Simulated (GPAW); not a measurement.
# W2C (P-3m1) in GPAW: relaxation of cell and atoms with PBE

Aim: the relaxation of cell and atoms of W2C with PBE.

Program: GPAW 26.7.0. These are calculated values, not measurements. Logs are shortened: lines on timing, memory, paths and dates and some standing lists are left out, and cuts for length are marked. The log counts tension as positive stress, the text compression.

## 1. The structure

Symmetry: P-3m1, No. 164, trigonal system. Conventional cell: a = 3.070 Å, b = 3.070 Å, c = 4.678 Å, α = 90.00°, β = 90.00°, γ = 120.00°. Around W (site symmetry 3m) lie 3 C at 2.13 Å. Around C (site symmetry -3m) lie 6 W at 2.13 Å.

The cell comes from a database or a generator and needn't be the stable form of this composition.

## 2. Relaxation of cell and atoms, PBE

run.py

```python
from ase.filters import FrechetCellFilter
from ase.io import read, write
from ase.optimize import BFGS
from gpaw import GPAW, PW

atoms = read('POSCAR')

calc = GPAW(mode=PW(800),
            xc='PBE',
            kpts={'size': (7, 7, 5), 'gamma': True},
            occupations={'name': 'fermi-dirac', 'width': 0.05},
            nbands=30,
            convergence={'density': 1e-05, 'forces': 0.0001},
            maxiter=150,
            txt='gpaw.txt')
atoms.calc = calc
opt = BFGS(FrechetCellFilter(atoms), trajectory='relax.traj', logfile='-')
done = opt.run(fmax=0.02, steps=60)
calc.write('gs.gpw')
write('result.traj', atoms)
print('Converged:', done)
print('Cell:', atoms.cell.cellpar().round(4))
print('Volume:', round(atoms.get_volume(), 4))
print(atoms.get_scaled_positions().round(5))
```

POSCAR

```
W2C
1.0
    3.0700456420      0.0000000000      0.0000000000
   -1.5350228210      2.6587375167      0.0000000000
    0.0000000000      0.0000000000      4.6784280000
W C
2 1
Direct
    0.6666666667      0.3333333333      0.2536690000
    0.3333333333      0.6666666667      0.7463310000
    0.0000000000      0.0000000000      0.0000000000
```

Potentials or basis: GPAW PAW data sets (gpaw-data 1.2.1), pw.

Launch:

```sh
> OMP_NUM_THREADS=1 python run.py
```

gpaw.txt:

```text
__  _  _
 | _ |_)|_||  |
 |__||  | ||/\| - 26.7.0

Input parameters:
  mode=PW(ecut=800.0),
  convergence={'density': 1e-05, 'forces': 0.0001},
  kpts=MonkhorstPack(size=(7, 7, 5), gamma=True),
  maxiter=150,
  nbands=30,
  occupations=Occupations(name='fermi-dirac', width=0.05),
  xc=XC(name='PBE')

Diagonalizing LCAO Hamiltonian
Converting LCAO to pw mode

         W

            W

       C

Atoms  # Å, Bohr magnetons
|   | symbol |         x |        y |        z |    initial magnetic moments |
|---|--------|-----------|----------|----------|-----------------------------|
| 0 |      W |  1.535023 | 0.886246 | 1.186772 | ( 0.0000,  0.0000,  0.0000) |
| 1 |      W | -0.000000 | 1.772492 | 3.491656 | ( 0.0000,  0.0000,  0.0000) |
| 2 |      C |  0.000000 | 0.000000 | 0.000000 | ( 0.0000,  0.0000,  0.0000) |

Unit cell  # Å
| periodic |         x |        y |        z |  lengths |     angles |
|----------|-----------|----------|----------|----------|------------|
|      yes |  3.070046 | 0.000000 | 0.000000 | 3.070046 |  90.000000 |
|      yes | -1.535023 | 2.658738 | 0.000000 | 3.070046 |  90.000000 |
|      yes |  0.000000 | 0.000000 | 4.678428 | 4.678428 | 120.000000 |

Number of symmetries: 12
Symmetry operations  # r_c * U_cc + t_c -> r_c
|    | kind |            matrix            |
|----|------|------------------------------|
|  0 |  σ   |  1, 1, 0,  0,-1, 0,  0, 0, 1 |
|  1 |  S6  |  1, 1, 0, -1, 0, 0,  0, 0,-1 |
|  2 |  E   |  1, 0, 0,  0, 1, 0,  0, 0, 1 |
|  3 |  C2  |  1, 0, 0, -1,-1, 0,  0, 0,-1 |
|  4 |  C2  |  0, 1, 0,  1, 0, 0,  0, 0,-1 |
|  5 |  C3  |  0, 1, 0, -1,-1, 0,  0, 0, 1 |
|  6 |  S6  |  0,-1, 0,  1, 1, 0,  0, 0,-1 |
|  7 |  σ   |  0,-1, 0, -1, 0, 0,  0, 0, 1 |
|  8 |  σ   | -1, 0, 0,  1, 1, 0,  0, 0, 1 |
|  9 |  i   | -1, 0, 0,  0,-1, 0,  0, 0,-1 |
| 10 |  C3  | -1,-1, 0,  1, 0, 0,  0, 0, 1 |
| 11 |  C2  | -1,-1, 0,  0, 1, 0,  0, 0,-1 |
[... 134 lines left out ...]
SCF iterations
|iter     | |      energy | eigst |  dens |force |
|---------|-|-------------|-------|-------|------|
|iter:   1| |  -34.118248 | +0.05 |       |      |
|iter:   2| |  -33.529093 | -2.46 | -1.05 |      |
|iter:   3| |  -32.248500 | -1.61 | -1.11 |      |
|iter:   4| |  -32.255790 | -2.95 | -1.73 |      |
|iter:   5| |  -32.264147c| -3.52 | -2.00 |      |
|iter:   6| |  -32.264961c| -4.31 | -2.42 |      |
|iter:   7| |  -32.264982c| -5.90 | -3.37 |      |
|iter:   8| |  -32.264982c| -7.46c| -4.06 |      |
|iter:   9| |  -32.264982c| -8.16c| -4.53 |      |
|iter:  10| |  -32.264982c| -9.38c| -5.59c|      |
|iter:  11| |  -32.264982c|-10.22c| -6.18c|-4.47c|

Converged in 11 steps
Energy contributions relative to reference atoms: (reference = -878570.971426)

Energy contributions:
  Kinetic:          17.509193
  Coulomb:         -21.125027
  Zero:              0.017069
  External:          0.000000
  Xc:              -28.658444
  Entropy:          -0.015546
  Spinorbit:         0.000000
  ----------------------------
  Free energy:     -32.272755
  Extrapolated:    -32.264982
[... 23 lines left out ...]
|         24 |        24.933 |     0.000 |
|         25 |        28.068 |     0.000 |
|        ... |               |           |
|         29 |        33.795 |     0.000 |

No gap
No difference between direct/indirect transitions

Stress tensor  # eV/Ang^3
|         x |         y |         z |
|-----------|-----------|-----------|
|  0.010389 | -0.000000 |  0.000000 |
| -0.000000 |  0.010389 | -0.000000 |
|  0.000000 | -0.000000 |  0.015013 |

Forces  # eV/Ang
|        x |        y |        z |
|----------|----------|----------|
| -0.00000 | -0.00000 |  0.12388 |  # W    0
|  0.00000 |  0.00000 | -0.12388 |  # W    1
|  0.00000 | -0.00000 |  0.00000 |  # C    2

Interpolating wave functions to new cell

         W

            W

       C

Atoms  # Å, Bohr magnetons
|   | symbol |         x |         y |         z |    initial magnetic moments |
|---|--------|-----------|-----------|-----------|-----------------------------|
| 0 |      W |  1.534056 |  0.885688 |  1.187461 | ( 0.0000,  0.0000,  0.0000) |
| 1 |      W | -0.000000 |  1.771376 |  3.486712 | ( 0.0000,  0.0000,  0.0000) |
| 2 |      C | -0.000000 | -0.000000 | -0.000000 | ( 0.0000,  0.0000,  0.0000) |

Unit cell  # Å
| periodic |         x |        y |        z |  lengths |     angles |
|----------|-----------|----------|----------|----------|------------|
|      yes |  3.068113 | 0.000000 | 0.000000 | 3.068113 |  90.000000 |
|      yes | -1.534056 | 2.657064 | 0.000000 | 3.068113 |  90.000000 |
|      yes |  0.000000 | 0.000000 | 4.674172 | 4.674172 | 120.000000 |

Number of symmetries: 12
Symmetry operations  # r_c * U_cc + t_c -> r_c
|    | kind |            matrix            |
|----|------|------------------------------|
|  0 |  σ   |  1, 1, 0,  0,-1, 0,  0, 0, 1 |
|  1 |  S6  |  1, 1, 0, -1, 0, 0,  0, 0,-1 |
|  2 |  E   |  1, 0, 0,  0, 1, 0,  0, 0, 1 |
|  3 |  C2  |  1, 0, 0, -1,-1, 0,  0, 0,-1 |
|  4 |  C2  |  0, 1, 0,  1, 0, 0,  0, 0,-1 |
|  5 |  C3  |  0, 1, 0, -1,-1, 0,  0, 0, 1 |
|  6 |  S6  |  0,-1, 0,  1, 1, 0,  0, 0,-1 |
|  7 |  σ   |  0,-1, 0, -1, 0, 0,  0, 0, 1 |
|  8 |  σ   | -1, 0, 0,  1, 1, 0,  0, 0, 1 |
|  9 |  i   | -1, 0, 0,  0,-1, 0,  0, 0,-1 |
| 10 |  C3  | -1,-1, 0,  1, 0, 0,  0, 0, 1 |
| 11 |  C2  | -1,-1, 0,  0, 1, 0,  0, 0,-1 |
[... 134 lines left out ...]
SCF iterations
|iter     | |      energy | eigst |  dens |force |
|---------|-|-------------|-------|-------|------|
|iter:   1| |  -32.271073 | -2.51 |       |      |
|iter:   2| |  -32.269536 | -5.34 | -2.48 |      |
|iter:   3| |  -32.266314c| -4.14 | -2.56 |      |
|iter:   4| |  -32.266294c| -5.79 | -3.34 |      |
|iter:   5| |  -32.266289c| -6.97 | -3.75 |      |
|iter:   6| |  -32.266292c| -7.47c| -4.03 |      |
|iter:   7| |  -32.266292c| -7.47c| -4.67 |      |
|iter:   8| |  -32.266292c| -8.55c| -5.55c|      |
|iter:   9| |  -32.266292c| -9.44c| -6.01c|-5.00c|

Converged in 9 steps
Energy contributions relative to reference atoms: (reference = -878570.971426)

Energy contributions:
  Kinetic:          18.146745
  Coulomb:         -21.667789
  Zero:              0.017292
  External:          0.000000
  Xc:              -28.754903
  Entropy:          -0.015274
  Spinorbit:         0.000000
  ----------------------------
  Free energy:     -32.273930
  Extrapolated:    -32.266292
[... 38 lines left out ...]
Forces  # eV/Ang
|        x |        y |        z |
|----------|----------|----------|
|  0.00000 | -0.00000 |  0.09293 |  # W    0
| -0.00000 |  0.00000 | -0.09293 |  # W    1
| -0.00000 |  0.00000 |  0.00000 |  # C    2

Interpolating wave functions to new cell

         W

            W

       C

Atoms  # Å, Bohr magnetons
|   | symbol |         x |         y |        z |    initial magnetic moments |
|---|--------|-----------|-----------|----------|-----------------------------|
| 0 |      W |  1.531745 |  0.884353 | 1.189449 | ( 0.0000,  0.0000,  0.0000) |
| 1 |      W | -0.000000 |  1.768706 | 3.474578 | ( 0.0000,  0.0000,  0.0000) |
| 2 |      C |  0.000000 | -0.000000 | 0.000000 | ( 0.0000,  0.0000,  0.0000) |

Unit cell  # Å
| periodic |         x |         y |         z |  lengths |     angles |
|----------|-----------|-----------|-----------|----------|------------|
|      yes |  3.063489 | -0.000000 |  0.000000 | 3.063489 |  90.000000 |
|      yes | -1.531745 |  2.653059 | -0.000000 | 3.063489 |  90.000000 |
|      yes | -0.000000 | -0.000000 |  4.664027 | 4.664027 | 120.000000 |

Number of symmetries: 12
Symmetry operations  # r_c * U_cc + t_c -> r_c
|    | kind |            matrix            |
|----|------|------------------------------|
|  0 |  σ   |  1, 1, 0,  0,-1, 0,  0, 0, 1 |
|  1 |  S6  |  1, 1, 0, -1, 0, 0,  0, 0,-1 |
|  2 |  E   |  1, 0, 0,  0, 1, 0,  0, 0, 1 |
|  3 |  C2  |  1, 0, 0, -1,-1, 0,  0, 0,-1 |
|  4 |  C2  |  0, 1, 0,  1, 0, 0,  0, 0,-1 |
|  5 |  C3  |  0, 1, 0, -1,-1, 0,  0, 0, 1 |
|  6 |  S6  |  0,-1, 0,  1, 1, 0,  0, 0,-1 |
|  7 |  σ   |  0,-1, 0, -1, 0, 0,  0, 0, 1 |
|  8 |  σ   | -1, 0, 0,  1, 1, 0,  0, 0, 1 |
|  9 |  i   | -1, 0, 0,  0,-1, 0,  0, 0,-1 |
| 10 |  C3  | -1,-1, 0,  1, 0, 0,  0, 0, 1 |
| 11 |  C2  | -1,-1, 0,  0, 1, 0,  0, 0,-1 |
[... 134 lines left out ...]
SCF iterations
|iter     | |      energy | eigst |  dens |force |
|---------|-|-------------|-------|-------|------|
|iter:   1| |  -32.298034 | -1.72 |       |      |
|iter:   2| |  -32.288129 | -4.52 | -2.07 |      |
|iter:   3| |  -32.267865 | -3.33 | -2.15 |      |
|iter:   4| |  -32.267675 | -4.97 | -2.92 |      |
|iter:   5| |  -32.267664c| -6.16 | -3.34 |      |
|iter:   6| |  -32.267682c| -6.68 | -3.63 |      |
|iter:   7| |  -32.267682c| -7.97c| -4.29 |      |
|iter:   8| |  -32.267682c| -8.51c| -5.11c|      |
|iter:   9| |  -32.267682c| -9.13c| -5.63c|-4.90c|

Converged in 9 steps
Energy contributions relative to reference atoms: (reference = -878570.971426)

Energy contributions:
  Kinetic:          19.660552
  Coulomb:         -22.956147
  Zero:              0.017800
  External:          0.000000
  Xc:              -28.982547
  Entropy:          -0.014681
  Spinorbit:         0.000000
  ----------------------------
  Free energy:     -32.275023
  Extrapolated:    -32.267682
[... 23 lines left out ...]
|         24 |        25.240 |     0.000 |
|         25 |        28.201 |     0.000 |
|        ... |               |           |
|         29 |        34.003 |     0.000 |

No gap
No difference between direct/indirect transitions

Stress tensor  # eV/Ang^3
|         x |         y |         z |
|-----------|-----------|-----------|
| -0.000153 |  0.000000 |  0.000000 |
|  0.000000 | -0.000153 |  0.000000 |
|  0.000000 |  0.000000 | -0.001120 |

Forces  # eV/Ang
|        x |        y |        z |
|----------|----------|----------|
|  0.00000 |  0.00000 |  0.00788 |  # W    0
|  0.00000 |  0.00000 | -0.00788 |  # W    1
| -0.00000 | -0.00000 |  0.00000 |  # C    2

# Writing to gs.gpw (mode='')
```

Run time: 87 s. Hardware: 1 thread of Arm Neoverse V2, shared host; peak memory 0.26 GiB.

What came out:

```yaml
Free_energy: -32.2750 eV
Relaxed_volume: 12.64 Å³/atom
Relaxed_cell: a = 3.063 Å, b = 3.063 Å, c = 4.664 Å, α = 90.00°, β = 90.00°, γ = 120.00°
Space_group_after_relaxing_to_0.05_Å: P-3m1 (No. 164)
Energy_gained_by_relaxing: 0.9 meV/atom
Ionic_steps: 3
Pressure_after_relaxing: 0.1 GPa
Largest_force_after_relaxing: 0.008 eV/Å
Band_gap_on_the_k_mesh: none (metal or under the smearing width)
```

Forces on the atoms (eV/Å):
```
W    0.000  0.000  0.008
W    0.000  0.000 -0.008
C    0.000  0.000  0.000
```

The path:
| step | energy change (eV) | largest force (eV/Å) | pressure (GPa) | volume (Å³) |
| --- | --- | --- | --- | --- |
| 1 | 0.0000 | 0.1239 | -1.91 | 38.19 |
| 2 | -0.0013 | 0.0929 | -1.33 | 38.10 |
| 3 | -0.0027 | 0.0079 | 0.08 | 37.91 |

Final structure:
```cif
data_structure
_symmetry_space_group_name_H-M 'P 1'
_symmetry_Int_Tables_number 1
_cell_length_a 3.0635
_cell_length_b 3.0635
_cell_length_c 4.6640
_cell_angle_alpha 90.000
_cell_angle_beta 90.000
_cell_angle_gamma 120.000
_cell_volume 37.91
loop_
_atom_site_label
_atom_site_type_symbol
_atom_site_fract_x
_atom_site_fract_y
_atom_site_fract_z
_atom_site_occupancy
W1 W 0.66667 0.33333 0.25503 1
W2 W 0.33333 0.66667 0.74497 1
C1 C 0.00000 0.00000 0.00000 1
```

Caveat: later steps reuse the first step's grids.
